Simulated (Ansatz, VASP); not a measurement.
# One calculation of Ti, two programs

Contents of INCAR:

```
SYSTEM = Ti
PREC = Accurate ; ENCUT = 520
EDIFF = 1E-6 ; ISMEAR = 0
SIGMA = 0.1 ; LREAL = .False.
LASPH = .True. ; NELM = 100
ALGO = Normal ; ISIF = 2
LWAVE = .False. ; LCHARG = .False.
GGA = PE ; NBANDS = 12
```

KPOINTS

```
regular mesh
0
Gamma
  8 8 8
  0 0 0
```

The input POSCAR:

```
Ti
1.0
   -1.6410000000      1.6410000000      1.6410000000
    1.6410000000     -1.6410000000      1.6410000000
    1.6410000000      1.6410000000     -1.6410000000
Ti
1
Direct
    0.0000000000      0.0000000000      0.0000000000
```

Input for Ansatz:

```yaml
crystal:
  lattice:
    - [-1.641, 1.641, 1.641]
    - [1.641, -1.641, 1.641]
    - [1.641, 1.641, -1.641]
  atoms:
    - { symbol: Ti, position: [0.0, 0.0, 0.0] }
basis:
  ecutwfc: 420
kpoints:
  mp_grid: { grid: [8, 8, 8] }
hamiltonian:
  xc: pbe
scf:
  occupations: { method: gaussian, width: 0.1 }
output:
  forces: true
  stress: true
  eigenvalues: true
```

This isn't the form of Ti at room conditions, which is hcp.

Alike in both runs: task single point; functional PBE; k mesh 8 × 8 × 8; occupations gaussian, width 0.1 eV; no spin polarisation.

|  | VASP | Ansatz |
| --- | --- | --- |
| version | VASP 6.6.1 | Ansatz 0.2.0 |
| potentials or method | VASP PAW PBE potentials, release 64 (Ti_sv) | scalar-relativistic, plane waves, PAW |
| plane-wave cutoff (eV) | 520 | 420 |
| valence electrons in the cell | 12 | 12 |

```tsv
	VASP	Ansatz	Ansatz less VASP
gap on the k mesh at the Fermi level (eV)	none	none	-
pressure (GPa)	-2.9	-2.7	+0.21
```

A gap of «none» marks a metal or a gap that the smearing closes. With one functional, cell and mesh, what is left measures potentials, basis and numerics.
